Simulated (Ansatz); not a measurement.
C at several levels of theory

One geometry, relaxed with PBE, and single points on it; plane waves with PAW potentials in Ansatz, scalar-relativistic unless the row names spin-orbit coupling. No spin polarisation. Meshes are on the primitive cell of 2 atoms. Gaps are the least over mesh and band path; pressure is positive in compression. Smearing is Gaussian, 0.02 eV. Stresses of the hybrids are converged loosely, to a few tenths of a GPa.

```xyz
2
Lattice="0.0000 1.7857 1.7857 1.7857 0.0000 1.7857 1.7857 1.7857 0.0000" Properties=species:S:1:pos:R:3 pbc="T T T"
C     0.0000    0.0000    0.0000
C     0.8929    0.8929    0.8929
```

| level | cutoff (eV) | k mesh | gap (eV) | pressure (GPa) | rough cost with bands (core-min) |
| --- | --- | --- | --- | --- | --- |
| HSE06 | 420 | 8×8×8 | 5.28 | -9.9 | 1 |

Q: What does PBE0 give on the same cell?

A:
| level | cutoff (eV) | k mesh | gap (eV) | pressure (GPa) | rough cost with bands (core-min) |
| --- | --- | --- | --- | --- | --- |
| PBE0 | 420 | 8×8×8 | 6.03 | -10.0 | 1 |